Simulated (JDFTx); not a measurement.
# GaN (F-43m) in JDFTx: notebook

Aim: see how the results for GaN move with the level of theory and the settings. Levels: PBE, LDA, PBEsol. Tasks: band structure.

Everything below comes from runs of JDFTx 1.7.0 (patched build). Logs are shortened: lines on timing, memory, paths and dates and some standing lists are left out, and cuts for length are marked. The log counts tension as positive stress, the text compression.

**Experimental background.**

From a printed reference work, textbook, for a bulk crystal of GaN at 0 K: band gap 3.299 eV (direct).

The results are compared with them further down.

**1. Starting point**

The structure is cubic, space group F-43m (No. 216). Conventional cell: a = 4.507 Å, b = 4.507 Å, c = 4.507 Å, α = 90.00°, β = 90.00°, γ = 90.00°. Ga (site symmetry -43m) has 4 N at 1.95 Å as nearest neighbours. N (site symmetry -43m) is surrounded by 4 Ga at 1.95 Å.

The cell is a database's computed one.

**2. Band structure, PBE, spin-orbit coupling, no magnetisation**

bands.in

```
lattice \
    0.0000000000     4.2584989699     4.2584989699 \
    4.2584989699     0.0000000000     4.2584989699 \
    4.2584989699     4.2584989699     0.0000000000
coords-type Lattice
ion Ga     0.0000000000     0.0000000000     0.0000000000 1
ion N      0.2500000000     0.2500000000     0.2500000000 1

ion-species pseudo/Ga.upf
ion-species pseudo/N.upf
elec-cutoff 42 336
elec-ex-corr gga-PBE
elec-smearing Fermi 0.0018374661
elec-n-bands 30
spintype spin-orbit
electronic-minimize nIterations 30 energyDiffThreshold 1e-06
davidson-band-ratio 1.3
forces-output-coords Cartesian
include path.kpoints
symmetries none
fix-electron-density run.$VAR

dump-name bands.$VAR
dump End Ecomponents EigStats BandEigs Kpoints Forces
```

path.kpoints

```
kpoint +0.0000000000 +0.0000000000 +0.0000000000 0.020000000000
kpoint +0.0714285714 +0.0000000000 +0.0714285714 0.020000000000
kpoint +0.1428571429 +0.0000000000 +0.1428571429 0.020000000000
kpoint +0.2142857143 +0.0000000000 +0.2142857143 0.020000000000
kpoint +0.2857142857 +0.0000000000 +0.2857142857 0.020000000000
kpoint +0.3571428571 +0.0000000000 +0.3571428571 0.020000000000
kpoint +0.4285714286 +0.0000000000 +0.4285714286 0.020000000000
kpoint +0.5000000000 +0.0000000000 +0.5000000000 0.020000000000
kpoint +0.5000000000 +0.0833333333 +0.5833333333 0.020000000000
kpoint +0.5000000000 +0.1666666667 +0.6666666667 0.020000000000
kpoint +0.5000000000 +0.2500000000 +0.7500000000 0.020000000000
kpoint +0.4375000000 +0.3125000000 +0.7500000000 0.020000000000
kpoint +0.3750000000 +0.3750000000 +0.7500000000 0.020000000000
kpoint +0.3281250000 +0.3281250000 +0.6562500000 0.020000000000
kpoint +0.2812500000 +0.2812500000 +0.5625000000 0.020000000000
kpoint +0.2343750000 +0.2343750000 +0.4687500000 0.020000000000
kpoint +0.1875000000 +0.1875000000 +0.3750000000 0.020000000000
kpoint +0.1406250000 +0.1406250000 +0.2812500000 0.020000000000
kpoint +0.0937500000 +0.0937500000 +0.1875000000 0.020000000000
kpoint +0.0468750000 +0.0468750000 +0.0937500000 0.020000000000
kpoint +0.0000000000 +0.0000000000 +0.0000000000 0.020000000000
kpoint +0.0833333333 +0.0833333333 +0.0833333333 0.020000000000
kpoint +0.1666666667 +0.1666666667 +0.1666666667 0.020000000000
kpoint +0.2500000000 +0.2500000000 +0.2500000000 0.020000000000
kpoint +0.3333333333 +0.3333333333 +0.3333333333 0.020000000000
kpoint +0.4166666667 +0.4166666667 +0.4166666667 0.020000000000
kpoint +0.5000000000 +0.5000000000 +0.5000000000 0.020000000000
kpoint +0.5250000000 +0.4500000000 +0.5250000000 0.020000000000
kpoint +0.5500000000 +0.4000000000 +0.5500000000 0.020000000000
kpoint +0.5750000000 +0.3500000000 +0.5750000000 0.020000000000
kpoint +0.6000000000 +0.3000000000 +0.6000000000 0.020000000000
kpoint +0.6250000000 +0.2500000000 +0.6250000000 0.020000000000
kpoint +0.5625000000 +0.2500000000 +0.6875000000 0.020000000000
kpoint +0.5000000000 +0.2500000000 +0.7500000000 0.020000000000
kpoint +0.5000000000 +0.2916666667 +0.7083333333 0.020000000000
kpoint +0.5000000000 +0.3333333333 +0.6666666667 0.020000000000
kpoint +0.5000000000 +0.3750000000 +0.6250000000 0.020000000000
kpoint +0.5000000000 +0.4166666667 +0.5833333333 0.020000000000
kpoint +0.5000000000 +0.4583333333 +0.5416666667 0.020000000000
kpoint +0.5000000000 +0.5000000000 +0.5000000000 0.020000000000
kpoint +0.4791666667 +0.4791666667 +0.5416666667 0.020000000000
kpoint +0.4583333333 +0.4583333333 +0.5833333333 0.020000000000
kpoint +0.4375000000 +0.4375000000 +0.6250000000 0.020000000000
kpoint +0.4166666667 +0.4166666667 +0.6666666667 0.020000000000
kpoint +0.3958333333 +0.3958333333 +0.7083333333 0.020000000000
kpoint +0.3750000000 +0.3750000000 +0.7500000000 0.020000000000
kpoint +0.6250000000 +0.2500000000 +0.6250000000 0.020000000000
kpoint +0.5833333333 +0.1666666667 +0.5833333333 0.020000000000
kpoint +0.5416666667 +0.0833333333 +0.5416666667 0.020000000000
kpoint +0.5000000000 +0.0000000000 +0.5000000000 0.020000000000
```

Potentials or basis: PseudoDojo-FR-PBE-0.4-standard.

On the command line:

```console
> jdftx -c 1 -i bands.in -o bands.out
```

What it wrote:

```text
*************** JDFTx 1.7.0 (patched build) ***************

Input parsed successfully to the following command list (including defaults):
[... the input with its defaults ...]

---------- Initializing the Grid ----------
R =
[            0       4.2585       4.2585  ]
[       4.2585            0       4.2585  ]
[       4.2585       4.2585            0  ]
unit cell volume = 154.454
G =
[  -0.737723   0.737723   0.737723  ]
[   0.737723  -0.737723   0.737723  ]
[   0.737723   0.737723  -0.737723  ]
Minimum fftbox size, Smin = [  52  52  52  ]
Chosen fftbox size, S = [  54  54  54  ]

---------- Initializing tighter grid for wavefunction operations ----------
R =
[            0       4.2585       4.2585  ]
[       4.2585            0       4.2585  ]
[       4.2585       4.2585            0  ]
unit cell volume = 154.454
G =
[  -0.737723   0.737723   0.737723  ]
[   0.737723  -0.737723   0.737723  ]
[   0.737723   0.737723  -0.737723  ]
Minimum fftbox size, Smin = [  36  36  36  ]
Chosen fftbox size, S = [  36  36  36  ]

---------- Exchange Correlation functional ----------
Initalized PBE GGA exchange.
Initalized PBE GGA correlation.

---------- Setting up pseudopotentials ----------
Width of ionic core gaussian charges (only for fluid interactions / plotting) set to 0

Reading pseudopotential file 'pseudo/Ga.upf':
  'Ga' pseudopotential, 'PBE' functional
  Generated using ONCVPSP code by D. R. Hamann
  13 valence electrons, 5 orbitals, 10 projectors, 1001 radial grid points, with lMax = 2
    3D    l: 2   occupation:  6.0   eigenvalue: -0.696998
    3D    l: 2   occupation:  4.0   eigenvalue: -0.713958
    4S    l: 0   occupation:  2.0   eigenvalue: -0.328808
    4P    l: 1   occupation:  0.7   eigenvalue: -0.093403
    4P    l: 1   occupation:  0.3   eigenvalue: -0.097652
  Core radius for overlap checks: 1.84 bohrs.

Reading pseudopotential file 'pseudo/N.upf':
  'N' pseudopotential, 'PBE' functional
  Generated using ONCVPSP code by D. R. Hamann
  5 valence electrons, 3 orbitals, 6 projectors, 1001 radial grid points, with lMax = 1
    2S    l: 0   occupation:  2.0   eigenvalue: -0.682892
    2P    l: 1   occupation:  2.0   eigenvalue: -0.260302
    2P    l: 1   occupation:  1.0   eigenvalue: -0.261004
  Core radius for overlap checks: 1.31 bohrs.

Initialized 2 species with 2 total atoms.

Folded 50 k-points by 1x1x1 to 50 k-points.

---------- Setting up k-points, bands, fillings ----------
No reducable k-points.
Computing the number of bands and number of electrons
Calculating initial fillings.
nElectrons:  18.000000   nBands: 30   nStates: 50

----- Setting up reduced wavefunction bases (one per k-point) -----
average nbasis = 2010.080 , ideal nbasis = 2008.018

---------- Setting up ewald sum ----------
Optimum gaussian width for ewald sums = 1.934137 bohr.
Real space sum over 1331 unit cells with max indices [  5  5  5  ]
Reciprocal space sum over 2197 terms with max indices [  6  6  6  ]

---------- Allocating electronic variables ----------
Reading n from file 'run.n' ... done
Initializing wave functions:  linear combination of atomic orbitals
Note: number of bands (30) exceeds available atomic orbitals (26)

----------- Band structure minimization -------------
Minimization will be done independently for each quantum number.

---- Minimization of quantum number:     0  [ +0.0000000 +0.0000000 +0.0000000 ]  0.020000000 ----
BandDavidson: Iter:   0  Eband: +0.243485813477693
BandDavidson: Iter:   1  Eband: +0.216706090208027  dEband: -2.677972e-02
BandDavidson: Iter:   2  Eband: +0.213865145789872  dEband: -2.840944e-03
BandDavidson: Iter:   3  Eband: +0.213481057017169  dEband: -3.840888e-04
[... 710 lines of inner loops ...]
BandDavidson: Iter:   7  Eband: +0.204669841163469  dEband: -1.271817e-06
BandDavidson: Iter:   8  Eband: +0.204669387876224  dEband: -4.532872e-07
BandDavidson: Converged (dEband<1.000000e-06)
	FillingsUpdate:  mu: +0.422798713  nElectrons: 18.000000

Dumping 'bands.eigStats' ...
	eMin: -0.195258 at state 20 ( [ +0.000000 +0.000000 +0.000000 ] spin 0 )
	HOMO: +0.389438 at state 0 ( [ +0.000000 +0.000000 +0.000000 ] spin 0 )
	mu  : +0.422799
	LUMO: +0.453918 at state 20 ( [ +0.000000 +0.000000 +0.000000 ] spin 0 )
	eMax: +1.209993 at state 47 ( [ -0.416667 +0.166667 -0.416667 ] spin 0 )
	HOMO-LUMO gap: +0.064481
	Optical gap  : +0.064481 at state 0 ( [ +0.000000 +0.000000 +0.000000 ] spin 0 )
Done!
[note: mu, HOMO and LUMO in a band run belong to the points of the path alone and aren't those of the crystal]
```

Run time: 66 s. Hardware: 1 thread of Arm Neoverse V1, shared host; peak memory 0.15 GiB.

What came out:

- Band gap along the path: 1.75 eV, direct

Levels at the corners of the path, in eV from the valence-band top:
| point | band 16 | band 17 | band 18 | band 19 | band 20 | band 21 |
| --- | --- | --- | --- | --- | --- | --- |
| Γ | 0.00 | 0.00 | 0.00 | 1.75 | 1.75 | 10.13 |
| X | -2.72 | -2.67 | -2.67 | 3.38 | 3.38 | 6.69 |
| W | -3.69 | -3.64 | -3.60 | 6.23 | 6.24 | 8.39 |
| K | -4.22 | -2.17 | -2.16 | 5.02 | 5.02 | 7.88 |
| Γ | 0.00 | 0.00 | 0.00 | 1.75 | 1.75 | 10.13 |
| L | -0.98 | -0.95 | -0.95 | 4.67 | 4.67 | 8.73 |
| U | -4.22 | -2.17 | -2.16 | 5.02 | 5.02 | 7.88 |
| W | -3.69 | -3.64 | -3.60 | 6.23 | 6.24 | 8.39 |
| L | -0.98 | -0.95 | -0.95 | 4.67 | 4.67 | 8.73 |
| K | -4.22 | -2.17 | -2.16 | 5.02 | 5.02 | 7.88 |
| U | -4.22 | -2.17 | -2.16 | 5.02 | 5.02 | 7.88 |
| X | -2.72 | -2.67 | -2.67 | 3.38 | 3.38 | 6.69 |

**3. Band structure, LDA**

Changes to bands.in since step 2:

```diff
@@ -4,5 +4,5 @@
     4.2584989699     4.2584989699     0.0000000000
-coords-type Lattice
+coords-type Cartesian
 ion Ga     0.0000000000     0.0000000000     0.0000000000 1
-ion N      0.2500000000     0.2500000000     0.2500000000 1
+ion N      2.1292494849     2.1292494849     2.1292494849 1
 
@@ -11,6 +11,5 @@
 elec-cutoff 42 336
-elec-ex-corr gga-PBE
+elec-ex-corr lda-PW
 elec-smearing Fermi 0.0018374661
-elec-n-bands 30
-spintype spin-orbit
+elec-n-bands 15
 electronic-minimize nIterations 30 energyDiffThreshold 1e-06
```

path.kpoints is that of step 2.

Potentials or basis: PseudoDojo-SR-LDA-0.4.1-standard.

On the command line:

```console
> jdftx -c 1 -i bands.in -o bands.out
```

It took 17 s on 1 thread of Arm Neoverse V1, shared host; peak memory 0.09 GiB.

It converged, with:

```yaml
Band_gap_along_the_path: 1.77 eV, direct
```

Levels at the corners of the path, in eV from the valence-band top:
```tsv
point	band 7	band 8	band 9	band 10	band 11
Γ	0.00	0.00	0.00	1.77	10.16
X	-6.21	-2.72	-2.72	3.29	6.50
W	-5.77	-3.73	-3.68	6.14	8.23
K	-5.94	-4.30	-2.19	4.92	7.72
Γ	0.00	0.00	0.00	1.77	10.16
L	-7.11	-0.98	-0.98	4.56	8.61
U	-5.94	-4.30	-2.19	4.92	7.72
W	-5.77	-3.73	-3.68	6.14	8.23
L	-7.11	-0.98	-0.98	4.56	8.61
K	-5.94	-4.30	-2.19	4.92	7.72
U	-5.94	-4.30	-2.19	4.92	7.72
X	-6.21	-2.72	-2.72	3.29	6.50
```

**4. Band structure, PBE**

bands.in

```
lattice Face-Centered Cubic 8.5169979397
coords-type Lattice
ion Ga     0.0000000000     0.0000000000     0.0000000000 1
ion N      0.2500000000     0.2500000000     0.2500000000 1

ion-species pseudo/Ga.upf
ion-species pseudo/N.upf
elec-cutoff 42 336
elec-ex-corr gga-PBE
elec-smearing Fermi 0.0018374661
elec-n-bands 15
electronic-minimize nIterations 30 energyDiffThreshold 1e-06
davidson-band-ratio 1.3
forces-output-coords Cartesian
include path.kpoints
symmetries none
fix-electron-density run.$VAR

dump-name bands.$VAR
dump End Ecomponents EigStats BandEigs Kpoints Forces
```

path.kpoints is that of step 3.

Potentials or basis: PseudoDojo-SR-PBE-0.5-standard.

On the command line:

```console
> jdftx -c 1 -i bands.in -o bands.out
```

What it wrote:

```text
*************** JDFTx 1.7.0 (patched build) ***************

Input parsed successfully to the following command list (including defaults):
[... the input with its defaults ...]

---------- Initializing the Grid ----------
R =
[            0       4.2585       4.2585  ]
[       4.2585            0       4.2585  ]
[       4.2585       4.2585            0  ]
unit cell volume = 154.454
G =
[  -0.737723   0.737723   0.737723  ]
[   0.737723  -0.737723   0.737723  ]
[   0.737723   0.737723  -0.737723  ]
Minimum fftbox size, Smin = [  52  52  52  ]
Chosen fftbox size, S = [  54  54  54  ]

---------- Initializing tighter grid for wavefunction operations ----------
R =
[            0       4.2585       4.2585  ]
[       4.2585            0       4.2585  ]
[       4.2585       4.2585            0  ]
unit cell volume = 154.454
G =
[  -0.737723   0.737723   0.737723  ]
[   0.737723  -0.737723   0.737723  ]
[   0.737723   0.737723  -0.737723  ]
Minimum fftbox size, Smin = [  36  36  36  ]
[... 35 lines left out ...]

----- Setting up reduced wavefunction bases (one per k-point) -----
average nbasis = 2010.080 , ideal nbasis = 2008.018

---------- Setting up ewald sum ----------
Optimum gaussian width for ewald sums = 1.934137 bohr.
Real space sum over 1331 unit cells with max indices [  5  5  5  ]
Reciprocal space sum over 2197 terms with max indices [  6  6  6  ]

---------- Allocating electronic variables ----------
Reading n from file 'run.n' ... done
Initializing wave functions:  linear combination of atomic orbitals
Note: number of bands (15) exceeds available atomic orbitals (13)

----------- Band structure minimization -------------
Minimization will be done independently for each quantum number.

---- Minimization of quantum number:     0  [ +0.0000000 +0.0000000 +0.0000000 ]  0.040000000 ----
BandDavidson: Iter:   0  Eband: +0.239895327190517
BandDavidson: Iter:   1  Eband: +0.219477700924377  dEband: -2.041763e-02
BandDavidson: Iter:   2  Eband: +0.214502455156628  dEband: -4.975246e-03
BandDavidson: Iter:   3  Eband: +0.213419465842323  dEband: -1.082989e-03
[... 662 lines of inner loops ...]
BandDavidson: Iter:   7  Eband: +0.204577878825321  dEband: -1.221423e-06
BandDavidson: Iter:   8  Eband: +0.204577465110170  dEband: -4.137152e-07
BandDavidson: Converged (dEband<1.000000e-06)
	FillingsUpdate:  mu: +0.422676813  nElectrons: 18.000000

Dumping 'bands.eigStats' ...
	eMin: -0.195350 at state 20 ( [ +0.000000 +0.000000 +0.000000 ] spin 0 )
	HOMO: +0.389172 at state 20 ( [ +0.000000 +0.000000 +0.000000 ] spin 0 )
	mu  : +0.422677
	LUMO: +0.453802 at state 20 ( [ +0.000000 +0.000000 +0.000000 ] spin 0 )
	eMax: +1.209922 at state 47 ( [ -0.416667 +0.166667 -0.416667 ] spin 0 )
	HOMO-LUMO gap: +0.064630
	Optical gap  : +0.064630 at state 20 ( [ +0.000000 +0.000000 +0.000000 ] spin 0 )
Done!
[note: mu, HOMO and LUMO in a band run belong to the points of the path alone and aren't those of the crystal]
```

It took 18 s on 1 thread of Arm Neoverse V1, shared host; peak memory 0.09 GiB.

What came out:

```
Band gap along the path : 1.76 eV, direct
```

Levels at the corners of the path, in eV from the valence-band top:
```csv
point,band 6,band 7,band 8,band 9,band 10,band 11
Γ,-13.26,0.00,0.00,0.00,1.76,10.36
X,-11.51,-6.11,-2.69,-2.69,3.38,6.69
W,-11.23,-5.68,-3.69,-3.62,6.24,8.40
K,-11.35,-5.85,-4.24,-2.16,5.03,7.88
Γ,-13.26,0.00,0.00,0.00,1.76,10.36
L,-11.95,-7.02,-0.96,-0.96,4.67,8.74
U,-11.35,-5.85,-4.24,-2.16,5.03,7.88
W,-11.23,-5.68,-3.69,-3.62,6.24,8.40
L,-11.95,-7.02,-0.96,-0.96,4.67,8.74
K,-11.35,-5.85,-4.24,-2.16,5.03,7.88
U,-11.35,-5.85,-4.24,-2.16,5.03,7.88
X,-11.51,-6.11,-2.69,-2.69,3.38,6.69
```

[end of part 1 of 2]
